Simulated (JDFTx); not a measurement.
# FeO (Wuestite) (Fm-3m) in JDFTx: settings compared

Aim: see how the results for FeO (Wuestite) move with the level of theory and the settings. Levels: LDA, PBEsol. Tasks: band structure.

Everything below comes from runs of JDFTx 1.7.0 (patched build). Logs are shortened: lines on timing, memory, paths and dates and some standing lists are left out, and cuts for length are marked. The log counts tension as positive stress, the text compression.

**The experiment to reproduce.**

From “W\"ustite: Electric, thermodynamic and optical properties of FeO”, 2012, arxiv:1203.1201, for a bulk crystal of FeO: band gap 2.4 eV (optical).

The results are compared with them further down.

**1. The crystal as given**

It takes space group Fm-3m (No. 225, cubic). The conventional cell has a = 4.311 Å, b = 4.311 Å, c = 4.311 Å, α = 90.00°, β = 90.00°, γ = 90.00°. Fe (site symmetry m-3m) is surrounded by 6 O at 2.16 Å. O (site symmetry m-3m) is surrounded by 6 Fe at 2.16 Å.

**2. Band structure, LDA, collinear spin, ferromagnetic start**

Input file bands.in:

```
lattice \
    0.0000000000     4.0731156890     4.0731156890 \
    4.0731156890     0.0000000000     4.0731156890 \
    4.0731156890     4.0731156890     0.0000000000
coords-type Cartesian
ion Fe     0.0000000000     0.0000000000     0.0000000000 1
ion O      4.0731156890     4.0731156890     4.0731156890 1

ion-species pseudo/Fe.upf
ion-species pseudo/O.upf
elec-cutoff 45 360
elec-ex-corr lda-PW
elec-smearing Fermi 0.0018374661
elec-n-bands 19
spintype z-spin
initial-magnetic-moments Fe 3
elec-initial-magnetization 4.00018 yes
electronic-minimize nIterations 30 energyDiffThreshold 1e-06
davidson-band-ratio 1.3
forces-output-coords Cartesian
include path.kpoints
symmetries none
fix-electron-density run.$VAR

dump-name bands.$VAR
dump End Ecomponents EigStats BandEigs Kpoints Forces
```

Input file path.kpoints:

```
kpoint +0.0000000000 +0.0000000000 +0.0000000000 0.020000000000
kpoint +0.0714285714 +0.0000000000 +0.0714285714 0.020000000000
kpoint +0.1428571429 +0.0000000000 +0.1428571429 0.020000000000
kpoint +0.2142857143 +0.0000000000 +0.2142857143 0.020000000000
kpoint +0.2857142857 +0.0000000000 +0.2857142857 0.020000000000
kpoint +0.3571428571 +0.0000000000 +0.3571428571 0.020000000000
kpoint +0.4285714286 +0.0000000000 +0.4285714286 0.020000000000
kpoint +0.5000000000 +0.0000000000 +0.5000000000 0.020000000000
kpoint +0.5000000000 +0.0833333333 +0.5833333333 0.020000000000
kpoint +0.5000000000 +0.1666666667 +0.6666666667 0.020000000000
kpoint +0.5000000000 +0.2500000000 +0.7500000000 0.020000000000
kpoint +0.4375000000 +0.3125000000 +0.7500000000 0.020000000000
kpoint +0.3750000000 +0.3750000000 +0.7500000000 0.020000000000
kpoint +0.3281250000 +0.3281250000 +0.6562500000 0.020000000000
kpoint +0.2812500000 +0.2812500000 +0.5625000000 0.020000000000
kpoint +0.2343750000 +0.2343750000 +0.4687500000 0.020000000000
kpoint +0.1875000000 +0.1875000000 +0.3750000000 0.020000000000
kpoint +0.1406250000 +0.1406250000 +0.2812500000 0.020000000000
kpoint +0.0937500000 +0.0937500000 +0.1875000000 0.020000000000
kpoint +0.0468750000 +0.0468750000 +0.0937500000 0.020000000000
kpoint +0.0000000000 +0.0000000000 +0.0000000000 0.020000000000
kpoint +0.0833333333 +0.0833333333 +0.0833333333 0.020000000000
kpoint +0.1666666667 +0.1666666667 +0.1666666667 0.020000000000
kpoint +0.2500000000 +0.2500000000 +0.2500000000 0.020000000000
kpoint +0.3333333333 +0.3333333333 +0.3333333333 0.020000000000
kpoint +0.4166666667 +0.4166666667 +0.4166666667 0.020000000000
kpoint +0.5000000000 +0.5000000000 +0.5000000000 0.020000000000
kpoint +0.5250000000 +0.4500000000 +0.5250000000 0.020000000000
kpoint +0.5500000000 +0.4000000000 +0.5500000000 0.020000000000
kpoint +0.5750000000 +0.3500000000 +0.5750000000 0.020000000000
kpoint +0.6000000000 +0.3000000000 +0.6000000000 0.020000000000
kpoint +0.6250000000 +0.2500000000 +0.6250000000 0.020000000000
kpoint +0.5625000000 +0.2500000000 +0.6875000000 0.020000000000
kpoint +0.5000000000 +0.2500000000 +0.7500000000 0.020000000000
kpoint +0.5000000000 +0.2916666667 +0.7083333333 0.020000000000
kpoint +0.5000000000 +0.3333333333 +0.6666666667 0.020000000000
kpoint +0.5000000000 +0.3750000000 +0.6250000000 0.020000000000
kpoint +0.5000000000 +0.4166666667 +0.5833333333 0.020000000000
kpoint +0.5000000000 +0.4583333333 +0.5416666667 0.020000000000
kpoint +0.5000000000 +0.5000000000 +0.5000000000 0.020000000000
kpoint +0.4791666667 +0.4791666667 +0.5416666667 0.020000000000
kpoint +0.4583333333 +0.4583333333 +0.5833333333 0.020000000000
kpoint +0.4375000000 +0.4375000000 +0.6250000000 0.020000000000
kpoint +0.4166666667 +0.4166666667 +0.6666666667 0.020000000000
kpoint +0.3958333333 +0.3958333333 +0.7083333333 0.020000000000
kpoint +0.3750000000 +0.3750000000 +0.7500000000 0.020000000000
kpoint +0.6250000000 +0.2500000000 +0.6250000000 0.020000000000
kpoint +0.5833333333 +0.1666666667 +0.5833333333 0.020000000000
kpoint +0.5416666667 +0.0833333333 +0.5416666667 0.020000000000
kpoint +0.5000000000 +0.0000000000 +0.5000000000 0.020000000000
```

Potentials or basis: PseudoDojo-SR-LDA-0.4.1-standard with smoothed tails.

On the command line:

```sh
$ jdftx -c 1 -i bands.in -o bands.out
```

Standard output:

```text
*************** JDFTx 1.7.0 (patched build) ***************

Input parsed successfully to the following command list (including defaults):
[... the input with its defaults ...]

---------- Initializing the Grid ----------
R =
[            0      4.07312      4.07312  ]
[      4.07312            0      4.07312  ]
[      4.07312      4.07312            0  ]
unit cell volume = 135.148
G =
[    -0.7713     0.7713     0.7713  ]
[     0.7713    -0.7713     0.7713  ]
[     0.7713     0.7713    -0.7713  ]
Minimum fftbox size, Smin = [  52  52  52  ]
Chosen fftbox size, S = [  54  54  54  ]

---------- Initializing tighter grid for wavefunction operations ----------
R =
[            0      4.07312      4.07312  ]
[      4.07312            0      4.07312  ]
[      4.07312      4.07312            0  ]
unit cell volume = 135.148
G =
[    -0.7713     0.7713     0.7713  ]
[     0.7713    -0.7713     0.7713  ]
[     0.7713     0.7713    -0.7713  ]
Minimum fftbox size, Smin = [  36  36  36  ]
Chosen fftbox size, S = [  36  36  36  ]

---------- Exchange Correlation functional ----------
Initalized Slater LDA exchange.
Initalized Perdew-Wang LDA correlation.

---------- Setting up pseudopotentials ----------
Width of ionic core gaussian charges (only for fluid interactions / plotting) set to 0

Reading pseudopotential file 'pseudo/Fe.upf':
  'Fe' pseudopotential, 'SLA  PW   NOGX NOGC' functional
  Generated using ONCVPSP code by D. R. Hamann
  16 valence electrons, 4 orbitals, 6 projectors, 1001 radial grid points, with lMax = 2
    3S    l: 0   occupation:  2.0   eigenvalue: -3.436600
    3P    l: 1   occupation:  6.0   eigenvalue: -2.202387
    3D    l: 2   occupation:  6.0   eigenvalue: -0.284902
    4S    l: 0   occupation:  2.0   eigenvalue: -0.201464
  Core radius for overlap checks: 1.56 bohrs.

Reading pseudopotential file 'pseudo/O.upf':
  'O' pseudopotential, 'SLA  PW   NOGX NOGC' functional
  Generated using ONCVPSP code by D. R. Hamann
  6 valence electrons, 2 orbitals, 5 projectors, 926 radial grid points, with lMax = 2
    2S    l: 0   occupation:  2.0   eigenvalue: -0.872925
    2P    l: 1   occupation:  4.0   eigenvalue: -0.338004
  Core radius for overlap checks: 1.39 bohrs.

Initialized 2 species with 2 total atoms.

Folded 50 k-points by 1x1x1 to 50 k-points.

---------- Setting up k-points, bands, fillings ----------
No reducable k-points.
Computing the number of bands and number of electrons
Calculating initial fillings.
nElectrons:  22.000000   nBands: 19   nStates: 100

----- Setting up reduced wavefunction bases (one per k-point) -----
average nbasis = 1948.040 , ideal nbasis = 1948.601

---------- Setting up ewald sum ----------
Optimum gaussian width for ewald sums = 1.849939 bohr.
Real space sum over 1331 unit cells with max indices [  5  5  5  ]
Reciprocal space sum over 2197 terms with max indices [  6  6  6  ]

---------- Allocating electronic variables ----------
Reading n_up from file 'run.n_up' ... done
Reading n_dn from file 'run.n_dn' ... done
Initializing wave functions:  linear combination of atomic orbitals
Note: number of bands (19) exceeds available atomic orbitals (14)

----------- Band structure minimization -------------
Minimization will be done independently for each quantum number.

---- Minimization of quantum number:     0  [ +0.0000000 +0.0000000 +0.0000000 ]  0.020000000  spin +1 ----
BandDavidson: Iter:   0  Eband: +0.052637036414707
BandDavidson: Iter:   1  Eband: +0.041509225231606  dEband: -1.112781e-02
BandDavidson: Iter:   2  Eband: +0.037825204856675  dEband: -3.684020e-03
BandDavidson: Iter:   3  Eband: +0.036543874399069  dEband: -1.281330e-03
[... 1122 lines of inner loops ...]
BandDavidson: Iter:   5  Eband: +0.059531012089579  dEband: -2.800329e-06
BandDavidson: Iter:   6  Eband: +0.059530388544226  dEband: -6.235454e-07
BandDavidson: Converged (dEband<1.000000e-06)
	FillingsUpdate:  mu: +0.517630516  nElectrons: 22.000000  magneticMoment: [ Abs: 4.00652  Tot: +4.00017 ]
WARNING: these k-points are no uniform mesh, so that mu and the fillings of partly filled bands are only those of these points: take mu from the calculation that made the density or potential.

Dumping 'bands.eigStats' ...
	eMin: -2.746792 at state 0 ( [ +0.000000 +0.000000 +0.000000 ] spin 1 )
	HOMO: +0.516748 at state 79 ( [ -0.425000 +0.350000 -0.425000 ] spin -1 )
	mu  : +0.517631
	LUMO: +0.520238 at state 60 ( [ +0.500000 +0.250000 -0.250000 ] spin -1 )
	eMax: +1.509230 at state 98 ( [ -0.458333 +0.083333 -0.458333 ] spin -1 )
	HOMO-LUMO gap: +0.003491
	Optical gap  : +0.007794 at state 66 ( [ +0.187500 +0.187500 +0.375000 ] spin -1 )
Done!
[note: mu, HOMO and LUMO in a band run belong to the points of the path alone and aren't those of the crystal]
```

Run time: 36 s. Hardware: 1 thread of Arm Neoverse V1, shared host; peak memory 0.11 GiB.

Results:

```yaml
Band_gap_along_the_path: none (metal or under the smearing width)
```

Levels at the corners of the path, in eV from the Fermi level:
Spin up:
```csv
point,band 10,band 11,band 12,band 13
Γ,-3.87,-3.87,-3.63,-3.63
X,-3.24,-2.76,-2.76,-2.71
W,-3.02,-2.84,-2.76,-1.69
K,-2.90,-2.63,-2.41,-1.68
Γ,-3.87,-3.87,-3.63,-3.63
L,-3.04,-2.49,-0.32,-0.32
U,-2.90,-2.63,-2.41,-1.68
W,-3.02,-2.84,-2.76,-1.69
L,-3.04,-2.49,-0.32,-0.32
K,-2.90,-2.63,-2.41,-1.68
U,-2.90,-2.63,-2.41,-1.68
X,-3.24,-2.76,-2.76,-2.71
```
Spin down:
| point | band 6 | band 7 | band 8 | band 9 | band 10 | band 11 | band 12 | band 13 |
| --- | --- | --- | --- | --- | --- | --- | --- | --- |
| Γ | -3.28 | -3.28 | -3.28 | -0.74 | -0.74 | -0.74 | 0.02 | 0.02 |
| X | -6.90 | -4.46 | -4.46 | -2.14 | 0.57 | 0.78 | 0.78 | 1.02 |
| W | -6.12 | -6.12 | -5.60 | -0.04 | -0.04 | 0.78 | 0.92 | 1.66 |
| K | -6.53 | -6.16 | -4.90 | -0.81 | 0.59 | 0.69 | 1.17 | 1.61 |
| Γ | -3.28 | -3.28 | -3.28 | -0.74 | -0.74 | -0.74 | 0.02 | 0.02 |
| L | -8.07 | -5.21 | -5.21 | 0.41 | 0.41 | 0.62 | 2.68 | 2.68 |
| U | -6.53 | -6.16 | -4.90 | -0.81 | 0.59 | 0.69 | 1.17 | 1.61 |
| W | -6.12 | -6.12 | -5.60 | -0.04 | -0.04 | 0.78 | 0.92 | 1.66 |
| L | -8.07 | -5.21 | -5.21 | 0.41 | 0.41 | 0.62 | 2.68 | 2.68 |
| K | -6.53 | -6.16 | -4.90 | -0.81 | 0.59 | 0.69 | 1.17 | 1.61 |
| U | -6.53 | -6.16 | -4.90 | -0.81 | 0.59 | 0.69 | 1.17 | 1.61 |
| X | -6.90 | -4.46 | -4.46 | -2.14 | 0.57 | 0.78 | 0.78 | 1.02 |

Caveat: semilocal functionals often make such compounds metallic where correlation or magnetic order opens a gap, which also shifts bond lengths.

**3. Band structure, PBEsol, collinear spin, ferromagnetic start**

bands.in: that of step 2 with these lines changed.

```diff
@@ -4,5 +4,5 @@
     4.0731156890     4.0731156890     0.0000000000
-coords-type Cartesian
+coords-type Lattice
 ion Fe     0.0000000000     0.0000000000     0.0000000000 1
-ion O      4.0731156890     4.0731156890     4.0731156890 1
+ion O      0.5000000000     0.5000000000     0.5000000000 1
 
@@ -11,3 +11,3 @@
 elec-cutoff 45 360
-elec-ex-corr lda-PW
+elec-ex-corr gga-PBEsol
 elec-smearing Fermi 0.0018374661
@@ -16,3 +16,3 @@
 initial-magnetic-moments Fe 3
-elec-initial-magnetization 4.00018 yes
+elec-initial-magnetization 4.00131 yes
 electronic-minimize nIterations 30 energyDiffThreshold 1e-06
```

path.kpoints is that of step 2.

Potentials or basis: PseudoDojo-SR-PBEsol-0.4.1-standard with smoothed tails.

On the command line:

```sh
$ jdftx -c 1 -i bands.in -o bands.out
```

Standard output:

```text
*************** JDFTx 1.7.0 (patched build) ***************

Input parsed successfully to the following command list (including defaults):
[... the input with its defaults ...]

---------- Initializing the Grid ----------
R =
[            0      4.07312      4.07312  ]
[      4.07312            0      4.07312  ]
[      4.07312      4.07312            0  ]
unit cell volume = 135.148
G =
[    -0.7713     0.7713     0.7713  ]
[     0.7713    -0.7713     0.7713  ]
[     0.7713     0.7713    -0.7713  ]
Minimum fftbox size, Smin = [  52  52  52  ]
Chosen fftbox size, S = [  54  54  54  ]

---------- Initializing tighter grid for wavefunction operations ----------
R =
[            0      4.07312      4.07312  ]
[      4.07312            0      4.07312  ]
[      4.07312      4.07312            0  ]
unit cell volume = 135.148
G =
[... 44 lines left out ...]
---------- Setting up ewald sum ----------
Optimum gaussian width for ewald sums = 1.849939 bohr.
Real space sum over 1331 unit cells with max indices [  5  5  5  ]
Reciprocal space sum over 2197 terms with max indices [  6  6  6  ]

---------- Allocating electronic variables ----------
Reading n_up from file 'run.n_up' ... done
Reading n_dn from file 'run.n_dn' ... done
Initializing wave functions:  linear combination of atomic orbitals
Note: number of bands (19) exceeds available atomic orbitals (14)

----------- Band structure minimization -------------
Minimization will be done independently for each quantum number.

---- Minimization of quantum number:     0  [ +0.0000000 +0.0000000 +0.0000000 ]  0.020000000  spin +1 ----
BandDavidson: Iter:   0  Eband: +0.054990205784902
BandDavidson: Iter:   1  Eband: +0.043589529274131  dEband: -1.140068e-02
BandDavidson: Iter:   2  Eband: +0.040062412510025  dEband: -3.527117e-03
BandDavidson: Iter:   3  Eband: +0.038690660052895  dEband: -1.371752e-03
[... 1122 lines of inner loops ...]
BandDavidson: Iter:   5  Eband: +0.062934710556108  dEband: -3.031251e-06
BandDavidson: Iter:   6  Eband: +0.062934100589112  dEband: -6.099670e-07
BandDavidson: Converged (dEband<1.000000e-06)
	FillingsUpdate:  mu: +0.527864134  nElectrons: 22.000000  magneticMoment: [ Abs: 4.01506  Tot: +4.00131 ]
WARNING: these k-points are no uniform mesh, so that mu and the fillings of partly filled bands are only those of these points: take mu from the calculation that made the density or potential.

Dumping 'bands.eigStats' ...
	eMin: -2.757157 at state 20 ( [ +0.000000 +0.000000 +0.000000 ] spin 1 )
	HOMO: +0.529839 at state 79 ( [ -0.425000 +0.350000 -0.425000 ] spin -1 )
	mu  : +0.527864
	LUMO: +0.531373 at state 20 ( [ +0.000000 +0.000000 +0.000000 ] spin 1 )
	eMax: +1.517600 at state 98 ( [ -0.458333 +0.083333 -0.458333 ] spin -1 )
	HOMO-LUMO gap: +0.001534
	Optical gap  : +0.007001 at state 66 ( [ +0.187500 +0.187500 +0.375000 ] spin -1 )
Done!
[note: mu, HOMO and LUMO in a band run belong to the points of the path alone and aren't those of the crystal]
```

Wall time 37 s (1 thread of Arm Neoverse V1, shared host); peak memory 0.13 GiB.

Results:

| Item | Value |
| --- | --- |
| Band gap along the path | none (metal or under the smearing width) |

Levels at the corners of the path, in eV from the Fermi level:
Spin up:
| point | band 10 | band 11 | band 12 | band 13 | band 14 |
| --- | --- | --- | --- | --- | --- |
| Γ | -3.97 | -3.97 | -3.87 | -3.87 | -0.10 |
| X | -3.47 | -2.97 | -2.96 | -2.96 | 5.09 |
| W | -3.19 | -3.09 | -2.96 | -1.89 | 7.26 |
| K | -3.10 | -2.81 | -2.64 | -1.87 | 6.59 |
| Γ | -3.97 | -3.97 | -3.87 | -3.87 | -0.10 |
| L | -3.23 | -2.66 | -0.49 | -0.49 | 3.81 |
| U | -3.10 | -2.81 | -2.64 | -1.87 | 6.59 |
| W | -3.19 | -3.09 | -2.96 | -1.89 | 7.26 |
| L | -3.23 | -2.66 | -0.49 | -0.49 | 3.81 |
| K | -3.10 | -2.81 | -2.64 | -1.87 | 6.59 |
| U | -3.10 | -2.81 | -2.64 | -1.87 | 6.59 |
| X | -3.47 | -2.97 | -2.96 | -2.96 | 5.09 |
Spin down:
| point | band 5 | band 6 | band 7 | band 8 | band 9 | band 10 | band 11 | band 12 | band 13 | band 14 |
| --- | --- | --- | --- | --- | --- | --- | --- | --- | --- | --- |
| Γ | -20.22 | -3.38 | -3.38 | -3.38 | -0.74 | -0.74 | -0.74 | 0.16 | 0.16 | 0.65 |
| X | -18.98 | -7.06 | -4.57 | -4.57 | -2.18 | 0.72 | 0.78 | 0.78 | 1.13 | 6.29 |
| W | -18.88 | -6.26 | -6.26 | -5.67 | -0.05 | -0.05 | 0.78 | 1.04 | 1.78 | 8.48 |
| K | -18.90 | -6.67 | -6.27 | -4.98 | -0.83 | 0.59 | 0.69 | 1.28 | 1.73 | 7.72 |
| Γ | -20.22 | -3.38 | -3.38 | -3.38 | -0.74 | -0.74 | -0.74 | 0.16 | 0.16 | 0.65 |
| L | -18.99 | -8.18 | -5.27 | -5.27 | 0.42 | 0.42 | 0.61 | 2.76 | 2.76 | 4.29 |
| U | -18.90 | -6.67 | -6.27 | -4.98 | -0.83 | 0.59 | 0.69 | 1.28 | 1.73 | 7.72 |
| W | -18.88 | -6.26 | -6.26 | -5.67 | -0.05 | -0.05 | 0.78 | 1.04 | 1.78 | 8.48 |
| L | -18.99 | -8.18 | -5.27 | -5.27 | 0.42 | 0.42 | 0.61 | 2.76 | 2.76 | 4.29 |
| K | -18.90 | -6.67 | -6.27 | -4.98 | -0.83 | 0.59 | 0.69 | 1.28 | 1.73 | 7.72 |
| U | -18.90 | -6.67 | -6.27 | -4.98 | -0.83 | 0.59 | 0.69 | 1.28 | 1.73 | 7.72 |
| X | -18.98 | -7.06 | -4.57 | -4.57 | -2.18 | 0.72 | 0.78 | 0.78 | 1.13 | 6.29 |

Caveat: semilocal functionals often make such compounds metallic where correlation or magnetic order opens a gap, which also shifts bond lengths.

**4. Comparison with measurements**

Step 2. A measured gap of FeO is 2.4 eV (optical; quoted in “W\"ustite: Electric, thermodynamic and optical properties of FeO”, 2012, arxiv:1203.1201); the calculated 0.00 eV misses it by -2.40 eV. So large a miss can be the level of theory's own, or it may mean another phase, state or a wrong row. The value is that of LDA, without temperature or zero-point motion. Semilocal functionals fall short of measured gaps as a rule.

Step 3. Measured gap of FeO: 2.4 eV (optical; quoted in “W\"ustite: Electric, thermodynamic and optical properties of FeO”, 2012, arxiv:1203.1201). This calculation gives 0.00 eV (-2.40 eV). So large a miss can be the level of theory's own, or it may mean another phase, state or a wrong row. The value is that of PBEsol, without temperature or zero-point motion. Semilocal functionals fall short of measured gaps as a rule.
